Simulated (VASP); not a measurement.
VASP 6.6.1 run: BeS

INCAR

```
NELECT = 9
LCHARG = .FALSE.
IBRION = -1
LASPH = .TRUE.
LREAL = .FALSE.
NELM = 95
NBANDS = 11
LWAVE = .FALSE.
METAGGA = R2SCAN
EDIFF = 1E-7
ISMEAR = 0
NSW = 0
ALGO = Normal
ENCUT = 520
SIGMA = 0.01
ISIF = 2
PREC = Accurate
```

KPOINTS

```
KPOINTS created by Atomic Simulation Environment
0
Gamma
10 10 10
0 0 0
```

POSCAR

```
Be S
 1.0000000000000000
     0.0000000000000000    2.3951139000000001    2.3951139000000001
     2.3951139000000001    0.0000000000000000    2.3951139000000001
     2.3951139000000001    2.3951139000000001    0.0000000000000000
 Be  S
   1   1
Cartesian
  0.0000000000000000  0.0000000000000000  0.0000000000000000
  1.1975569500000001  1.1975569500000001  1.1975569500000001
```

The recommended PBE PAW datasets give the neutral cell 8 valence electrons.

Command

```
mpirun -np 1 vasp_std
```

Q: Predict the outcome of this run.

A: It converged. Results: pressure 63.4 GPa.

OSZICAR

```
N       E                     dE             d eps       ncg     rms          rms(c)
DAV:   1     0.260157480783E+02    0.26016E+02   -0.42051E+03  1034   0.684E+02
DAV:   2    -0.638576982576E+01   -0.32402E+02   -0.31452E+02  1377   0.132E+02
DAV:   3    -0.762182035332E+01   -0.12361E+01   -0.12289E+01  1353   0.255E+01
DAV:   4    -0.762968036676E+01   -0.78600E-02   -0.78521E-02  1288   0.235E+00
DAV:   5    -0.762974739179E+01   -0.67025E-04   -0.67021E-04  1311   0.196E-01    0.113E+01
DAV:   6    -0.551508810431E+01    0.21147E+01   -0.73011E-01  1162   0.524E+00    0.777E+00
DAV:   7    -0.551329479967E+01    0.17933E-02   -0.88170E-02  1306   0.202E+00    0.172E+00
DAV:   8    -0.551494931978E+01   -0.16545E-02   -0.53089E-03  1492   0.542E-01    0.254E-01
DAV:   9    -0.551521744897E+01   -0.26813E-03   -0.38165E-04  1210   0.164E-01    0.108E-01
DAV:  10    -0.551524245858E+01   -0.25010E-04   -0.84463E-05  1328   0.803E-02    0.400E-02
DAV:  11    -0.551524384141E+01   -0.13828E-05   -0.17778E-06  1252   0.106E-02    0.995E-03
DAV:  12    -0.551524429565E+01   -0.45424E-06   -0.42067E-07  1210   0.574E-03    0.158E-03
DAV:  13    -0.551524430579E+01   -0.10137E-07   -0.79643E-09   712   0.668E-04
   1 F= -.55152443E+01 E0= -.55152289E+01  d E =-.308525E-04
```

The cell is charged and sits in a uniform background.

For comparison, a separate r²SCAN run of the intended cell, on usual settings and not on those above, gives a gap of 3.49 eV on its mesh and a pressure of 5.5 GPa.
